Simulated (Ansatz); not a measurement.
## SiO2 with Hf replacing Si: field gradients at two levels of theory

Cell: a supercell of SiO2 (space group Ima2) built from an entry of the Crystallography Open Database (COD; perhaps a calculated or model structure), with the ions relaxed around the defect (PBE).

```
Hf Si O
1.0
    -5.10850    3.97895    2.47825
    10.21700   -7.95790    4.95650
     5.10850    3.97895   -2.47825
Hf Si O
1 7 16
Direct
  0.88974 0.30463 0.46450
  0.80846 0.78675 0.45151
  0.18332 0.20174 0.53868
  0.13530 0.70308 0.54668
  0.89963 0.45681 0.77179
  0.86106 0.96418 0.75246
  0.11799 0.01975 0.23804
  0.10733 0.56172 0.23762
  0.82907 0.39140 0.25263
  0.83568 0.84349 0.23582
  0.53180 0.29463 0.72021
  0.49801 0.82241 0.72722
  0.92751 0.09195 0.64649
  0.89680 0.54254 0.59850
  0.46469 0.09855 0.38840
  0.43995 0.62613 0.39773
  0.06637 0.42095 0.74510
  0.94725 0.91137 0.63632
  0.07505 0.10530 0.32590
  0.11209 0.67212 0.31302
  0.18305 0.31505 0.46389
  0.02975 0.77308 0.54688
  0.09732 0.03655 0.00104
  0.08445 0.56668 0.99957
```

Sites (sets of like atoms) are named by element and the number of their first atom in this list.

First run. Method: Kohn–Sham DFT in Ansatz, PBE, plane waves and PAW, scalar-relativistic, 420 eV cutoff, Γ-centred 4×2×3 k-points, Fermi–Dirac smearing 0.01 eV.

```csv
site,atom,V_zz (10²¹ V/m²),η
Hf,1,12.72,0.39
Si2,2,0.59,0.77
Si4,4,0.97,0.88
Si7,7,0.61,0.35
O9,9,5.10,0.16
O12,12,9.05,0.28
O13,13,8.27,0.57
O15,15,5.26,0.14
O16,16,7.95,0.49
O18,18,8.95,0.21
O19,19,8.91,0.22
O20,20,7.77,0.51
O22,22,9.36,0.10
O24,24,8.58,0.25
```

Second run. The same atoms and settings, except that the functional is r2SCAN and the cutoff is 500 eV.

Problem. Given the first result, estimate the second.

Solution. 

| site | atom | V_zz | η | change of V_zz |
| --- | --- | --- | --- | --- |
| Hf | 1 | 12.82 | 0.41 | +0.10 |
| Si2 | 2 | 0.58 | 0.77 | -0.01 |
| Si4 | 4 | 0.96 | 0.91 | -0.01 |
| Si7 | 7 | 0.62 | 0.35 | +0.01 |
| O9 | 9 | 5.03 | 0.14 | -0.07 |
| O12 | 12 | 8.94 | 0.28 | -0.11 |
| O13 | 13 | 8.21 | 0.57 | -0.06 |
| O15 | 15 | 5.15 | 0.14 | -0.11 |
| O16 | 16 | 7.83 | 0.49 | -0.12 |
| O18 | 18 | 8.83 | 0.22 | -0.12 |
| O19 | 19 | 8.81 | 0.22 | -0.10 |
| O20 | 20 | 7.66 | 0.51 | -0.11 |
| O22 | 22 | 9.25 | 0.10 | -0.11 |
| O24 | 24 | 8.47 | 0.26 | -0.11 |

The largest change of V_zz is on O18, from 8.95 to 8.83. The whole tensor moves most on Hf, by 0.49 along its most changed direction. In per cent, |V_zz| changes by +1 on Hf, -1 to +2 on Si, -2 to -1 on O (all sites that start above 0.5). The table leaves out 10 of the 24 sites, with |V_zz| up to 9.22; their tensors move by 0.11 at most along any direction. The statements above cover all sites.

The defect repeats with the cell of 24 atoms, so it feels its images: sites between two images don't show the values beside a lone defect, and zeros or small values of η there can come from the images' arrangement. O and Si carry a gradient in the pure host already, so the values there aren't the defect's effect alone. Without spin–orbit coupling the gradients at and beside Hf can be off by some per cent, at some sites by more.
